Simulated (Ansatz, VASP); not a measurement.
# Two plane-wave programs on BaZrO3

INCAR

```
SYSTEM = BaZrO3
PREC = Accurate
ENCUT = 520
EDIFF = 1E-6
ISMEAR = 0
SIGMA = 0.05
LREAL = .False.
LASPH = .True.
NELM = 80
ALGO = Normal
ISIF = 2
LWAVE = .False.
LCHARG = .False.
GGA = PE
NBANDS = 28
```

The input KPOINTS:

```
Automatic mesh
0
Gamma
  6 6 6
  0 0 0
```

File POSCAR:

```
BaZrO3
1.0
    4.1815000000      0.0000000000      0.0000000000
    0.0000000000      4.1815000000      0.0000000000
    0.0000000000      0.0000000000      4.1815000000
Ba Zr O
1 1 3
Direct
    0.5211379523      0.4788620477      0.5000000000
    0.0000000000      0.0000000000      0.0000000000
    0.5000000000      0.0000000000      0.0000000000
    0.0000000000      0.5000000000      0.0000000000
    0.0000000000      0.0000000000      0.5000000000
```

Input for Ansatz:

```yaml
crystal:
  lattice:
    - [4.1815, 0.0, 0.0]
    - [0.0, 4.1815, 0.0]
    - [0.0, 0.0, 4.1815]
  atoms:
    - { symbol: Ba, position: [0.5211379523, 0.4788620477, 0.5] }
    - { symbol: Zr, position: [0.0, 0.0, 0.0] }
    - { symbol: O, position: [0.5, 0.0, 0.0] }
    - { symbol: O, position: [0.0, 0.5, 0.0] }
    - { symbol: O, position: [0.0, 0.0, 0.5] }
basis:
  ecutwfc: 420
kpoints:
  mp_grid: { grid: [6, 6, 6] }
hamiltonian:
  xc: pbe
scf:
  occupations: { method: gaussian, width: 0.05 }
output:
  forces: true
  stress: true
  eigenvalues: true
  write_density: true
  write_potential: true
  elf: true
  volumetric_format: npy
```

Change from the starting cell: all Ba atoms moved +0.125 Å, as atom 1 along Cartesian [1 -1 0].

Alike in both runs: task single point; functional PBE; k mesh 6 × 6 × 6; occupations gaussian, width 0.05 eV; no spin polarisation.

|  | VASP | Ansatz |
| --- | --- | --- |
| version | VASP 6.6.1 | Ansatz 0.2.0 |
| potentials or method | VASP PAW PBE potentials, release 64 (Ba_sv, Zr_sv, O) | scalar-relativistic, plane waves, PAW |
| plane-wave cutoff (eV) | 520 | 420 |
| valence electrons in the cell | 40 | 40 |

Ansatz gave:

| Item | Value |
| --- | --- |
| gap on the k mesh at the Fermi level (eV) | 3.24 |
| least direct gap on the mesh (eV) | 3.43 |
| pressure (GPa) | 5.5 |
| largest component of the traceless stress (GPa) | 0.30 |
| rms of the force components (eV/Å) | 0.171 |

Problem. What did VASP give for the same quantities?

Solution. gap on the k mesh at the Fermi level (eV): 3.19; least direct gap on the mesh (eV): 3.41; pressure (GPa): 6.6; largest component of the traceless stress (GPa): 0.33; rms of the force components (eV/Å): 0.182.

Atom by atom the forces differ by 0.018 eV/Å (rms over components). The functional is the same, so the differences come from potentials, cutoffs and numerics.

Caveats: spin-orbit coupling is left out, which moves the levels of the heavy elements. A k mesh can miss the band edges.
